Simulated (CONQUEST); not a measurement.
Crystal: Sn.

```
Sn
1.0
     4.57264    0.00000    0.00000
     0.00000    4.57264    0.00000
     0.00000    0.00000    6.46669
Sn
4
Direct
  0.00000 0.50000 0.25000
  0.50000 0.00000 0.75000
  0.00000 0.00000 0.50000
  0.50000 0.50000 0.00000
```

This isn't the form of Sn at room conditions, which is tetragonal (white tin).

```yaml
Program: CONQUEST 1.3
Task: single point
Functional: PBE
Potentials_or_basis: PseudoDojo NC PBE, DZP, grid cutoff 120 Ha
k_mesh: 6 × 6 × 4
Occupations: fermi-dirac, width 0.05 eV
Spin: no spin polarisation
```

On this cell: pressure 3.7 GPa; largest force zero by symmetry; band gap on the k mesh none (metal or under the smearing width).

The same run follows on a disturbed copy (atoms moved at random, drawn with an rms of 0.05 Å):

```
CELL_PARAMETERS angstrom
4.57264 0.00000 0.00000
0.00000 4.57264 0.00000
0.00000 0.00000 6.46669
ATOMIC_POSITIONS crystal
Sn 0.01776 0.49615 0.25517
Sn 0.51776 0.99615 0.75517
Sn 0.00185 0.99283 0.50184
Sn 0.50185 0.49283 0.00184
```

Question: What does the disturbed cell give?

Answer: The energy (extrapolated to zero smearing) moves by +11.9 meV/atom; pressure 3.8 GPa; largest force 0.601 eV/Å; band gap on the k mesh none (metal or under the smearing width).

Forces on the atoms (eV/Å):
```
Sn  -0.573 -0.127 -0.109
Sn  -0.573 -0.127 -0.109
Sn   0.574  0.135  0.113
Sn   0.574  0.135  0.113
```

Caveats: the box holds several primitive cells, so bands are folded and the points are those of the box's own zone; the basis of atomic orbitals isn't converged, which shifts pressures, moduli and gaps; the real-space grid breaks the cell's symmetry a little (some runs).
